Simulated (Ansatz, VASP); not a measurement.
## One calculation of CdSe, two programs

```
Cd Se
1.0
     0.00000    3.03516    3.03516
     3.03516    0.00000    3.03516
     3.03516    3.03516    0.00000
Cd Se
1 1
Cartesian
  0.0000 0.0000 0.0000
  4.5527 4.5527 4.5527
```

Alike in both runs: task single point; functional PBE; k mesh 10 × 10 × 10; occupations gaussian, width 0.02 eV; no spin polarisation.

```csv
,VASP,Ansatz
version,VASP 6.6.1,Ansatz 0.2.0
potentials or method,"VASP PAW PBE potentials, release 64 (Cd, Se)","scalar-relativistic, plane waves, PAW"
plane-wave cutoff (eV),520,420
valence electrons in the cell,18,36
```

Ansatz gave:

| Quantity | Value |
| --- | --- |
| gap on the k mesh at the Fermi level (eV) | 0.62 |
| least direct gap on the mesh (eV) | 0.62 |
| pressure (GPa) | 3.2 |

What did VASP give for the same quantities?

gap on the k mesh at the Fermi level (eV): 0.62; least direct gap on the mesh (eV): 0.62; pressure (GPa): 3.5.

The two sets of potentials don't hold the same shells in valence.

PBE gaps usually lie below the measured ones, often by a third to a half.
